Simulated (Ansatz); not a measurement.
Single point in Ansatz 0.2.0 with LDA, no spin polarisation. Cutoff 420 eV, PAW datasets, 8×8×8 Γ-centred k mesh, fermi-dirac filling (width 0.1 eV).

Computed maps in the lattice plane spanned by a (left to right, 5.39 Å, 16 points from zero) and b (bottom to top, 5.39 Å, 16 points from zero), 115° apart, at height 0.750 along c. The fields are smooth PAW ones with compensation charges, not the true ones near nuclei.

Valence density. Digits on a logarithmic scale: 0 up to 0.03 e/Å³, each further digit a factor of 1.6, 9 from 1.3 e/Å³ up:
```
3211135676556664
2111246776555543
1112457776665432
1124566667776421
2345654467765311
3567642467653212
5677644565432113
6777666654211124
5666777542111234
5556776421112345
6556765311123466
9655653211235799
9654432112347999
9643211123469999
7432112344569999
5321123565569997
```

ELF. Ten even steps from '0' (0.01) to '9' (0.95):
```
0000026774100110
0000047762111100
0000147731244100
0001134213675100
0244310027775100
2677406047762000
5777200134420001
5763124311000001
4421377410000001
1112677400000001
0014776200000011
3014552000000266
6111110000002799
6100000000016999
2000000111116997
0000002554103662
```

Question: The cell is CrSiO4. Which atoms lie within 0.2 Å of this plane, and where (fractions of a and b)?

Answer: Si at (0.38, 0.62), Cr at (0.88, 0.12). The whole cell:
```yaml
crystal:
  lattice:
    - [-3.20997, 3.20997, 2.90465]
    - [3.20997, -3.20997, 2.90465]
    - [3.20997, 3.20997, -2.90465]
  atoms:
    - { symbol: Si, position: [0.37500, 0.62500, 0.75000] }
    - { symbol: Si, position: [0.62500, 0.37500, 0.25000] }
    - { symbol: Cr, position: [0.87500, 0.12500, 0.75000] }
    - { symbol: Cr, position: [0.12500, 0.87500, 0.25000] }
    - { symbol: O, position: [0.26110, 0.19530, 0.06580] }
    - { symbol: O, position: [0.19530, 0.62950, 0.93420] }
    - { symbol: O, position: [0.62950, 0.19530, 0.43420] }
    - { symbol: O, position: [0.19530, 0.26110, 0.56580] }
    - { symbol: O, position: [0.73890, 0.80470, 0.93420] }
    - { symbol: O, position: [0.80470, 0.73890, 0.43420] }
    - { symbol: O, position: [0.37050, 0.80470, 0.56580] }
    - { symbol: O, position: [0.80470, 0.37050, 0.06580] }
```

Origin: a known structure type with other elements, at an estimated volume, so it need not be a known compound. Caveats: no spin polarisation, so a magnetic state may lie lower; atoms or cell far from equilibrium.
